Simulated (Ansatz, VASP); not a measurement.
**CO2 in VASP and in Ansatz**

```
CELL_PARAMETERS angstrom
2.35596 -2.16139 0.00000
2.35596 2.16139 0.00000
0.00000 0.00000 5.98080
ATOMIC_POSITIONS crystal
C 0.00000 0.00000 0.00000
C 0.50000 0.50000 0.50000
O 0.78574 0.21426 0.88455
O 0.21426 0.78574 0.11545
O 0.71426 0.28574 0.38455
O 0.28574 0.71426 0.61545
```

Alike in both runs: functional r2SCAN; dispersion D3(BJ); k mesh 6 × 6 × 4; occupations gaussian, width 0.1 eV; no spin polarisation.

Ansatz relaxed the structure, and its values are those at the end. VASP's run is a single point on that final structure, the one shown.

|  | VASP | Ansatz |
| --- | --- | --- |
| version | VASP 6.6.1 | Ansatz 0.2.0 |
| potentials or method | VASP PAW PBE potentials, release 64 (C, O) | scalar-relativistic, plane waves, PAW |
| plane-wave cutoff (eV) | 520 | 500 |
| valence electrons in the cell | 32 | 32 |

|  | VASP | Ansatz | Ansatz less VASP |
| --- | --- | --- | --- |
| gap on the k mesh at the Fermi level (eV) | 6.77 | 6.79 | +0.023 |
| least direct gap on the mesh (eV) | 7.82 | 7.84 | +0.019 |
| pressure (GPa) | 11.9 | 9.1 | -2.78 |
| rms of the force components (eV/Å) | 0.390 | 0.006 | -0.3834 |

Ansatz warned: «dispersion_damping_borrowed».

Caveats: the standard files for N, O and F lose accuracy on very short bonds; the PAW data sets were made with another functional, which shifts forces and pressure a little (VASP). A k mesh can miss the band edges. r2SCAN opens gaps a little over a GGA but as a rule still falls short of measured ones.
